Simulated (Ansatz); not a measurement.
## Relaxing Mg

These are results of Ansatz 0.2.0, DFT PBE, scalar-relativistic, plane waves, PAW, not measurements. Cutoff 420 eV, Γ-centred k mesh, Gaussian smearing, no spin polarisation in the final step.

Mg was placed on the sites of a reported C cell (P6_3/mmc, No. 194), at a guessed volume.

```yaml
crystal:
  lattice:
    - [3.84099, 0.00000, 0.00000]
    - [-1.92050, 3.32640, 0.00000]
    - [0.00000, 0.00000, 12.54457]
  atoms:
    - { symbol: Mg, position: [0.00000, 0.00000, 0.09375] }
    - { symbol: Mg, position: [0.00000, 0.00000, 0.59375] }
    - { symbol: Mg, position: [0.00000, 0.00000, 0.40625] }
    - { symbol: Mg, position: [0.00000, 0.00000, 0.90625] }
    - { symbol: Mg, position: [0.33333, 0.66667, 0.15625] }
    - { symbol: Mg, position: [0.66667, 0.33333, 0.65625] }
    - { symbol: Mg, position: [0.33333, 0.66667, 0.34375] }
    - { symbol: Mg, position: [0.66667, 0.33333, 0.84375] }
```

Cell and atoms relax at zero pressure; the relaxation can't lower the symmetry of the start. After a coarse first stage the cell is made exact in the group found at 0.06 Å.

Energies count from the standard state of Mg at the same level.

**Question.** Which crystal results?

**Answer.** It ends in P6/mmm (No. 191). Conventional cell: a = 5.046 Å, c = 5.819 Å. Mg on Wyckoff site e (2 atoms of the primitive cell) is coordinated by 2 Mg at 2.89–2.93 Å and 6 Mg at 3.25 Å; around Mg on Wyckoff site c (2 atoms of the primitive cell) lie 3 Mg at 2.91 Å and 6 Mg at 3.25 Å.

Space group P6/mmm (No. 191). a = 5.046 Å, b = 5.046 Å, c = 5.819 Å, α = 90.00°, β = 90.00°, γ = 120.00°
```tsv
atom	site	symmetry	x	y	z
Mg	2e	6mm	0.0000	0.0000	0.2483
Mg	2c	-6m2	0.3333	0.6667	0.0000
```

**Question.** What are its volume, energy, density and gap?

**Answer.** The volume per atom is 32.09 Å³, the density is 1.26 g/cm³ and the energy over the standard structure is 0.36 eV/atom. The gap on the 12×12×8 mesh is 0 eV (a metal).

The final run used a 12×12×8 mesh on its 4-atom cell and 0.10 eV smearing. For metals, differences of a few meV/atom aren't resolved. A structure relaxed within its symmetry needn't be a true minimum. The steps took roughly 110 core-seconds in all.